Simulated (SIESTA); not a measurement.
## Cu under changes of volume

One of the cells (11.687 Å³/atom); the others are scaled copies at fixed shape and fractional positions:

```xyz
1
Lattice="-1.4523 1.4523 1.3852 1.4523 -1.4523 1.3852 1.4523 1.4523 -1.3852" Properties=species:S:1:pos:R:3 pbc="T T T"
Cu    0.0000    0.0000    0.0000
```

This isn't the form of Cu at room conditions, which is fcc.

| Quantity | Value |
| --- | --- |
| Program | SIESTA 5.4.2 |
| Functional | PBE |
| Potentials or basis | PseudoDojo 0.4 standard (PBE files) |
| Basis | DZP (energy shift 0.003 Ry; two zetas on semicore shells) |
| Grid cutoff | 800 Ry |
| Energy shift | 0.003 Ry |
| k mesh | 13 × 13 × 13 |
| Occupations | fermi-dirac, width 0.05 eV |
| Spin | no spin polarisation |

| volume (Å³/atom) | energy over the lowest point (meV/atom) | pressure (GPa) |
| --- | --- | --- |
| 10.771 | 64.46 | 19.6 |
| 11.000 | ? | ? |
| 11.229 | 22.08 | 10.6 |
| 11.687 | 2.47 | 3.4 |
| 11.916 | 0.00 | 0.3 |
| 12.146 | 1.45 | -2.3 |

Q: What does the run at 11.000 Å³/atom give?

A: Energy over the lowest point 40.14 meV/atom; pressure 14.7 GPa.

Worked out: A Birch-Murnaghan fit of order 3 (a polynomial in V^(-2/3)) to the other rows has its minimum at 11.94 Å³/atom with B0 = V·E''(V) = 149 GPa and B' = 4.6 at fixed shape and positions, which overstates the stiffness. It gives 40.09 meV/atom at 11.000 Å³/atom, against the run's 40.14, and -dE/dV = 14.8 GPa, against 14.7.

Energies are extrapolated to zero smearing.

Caveats: short orbitals over semicore shells can move pressures by several GPa; the basis of atomic orbitals isn't converged, which shifts pressures, moduli and gaps.
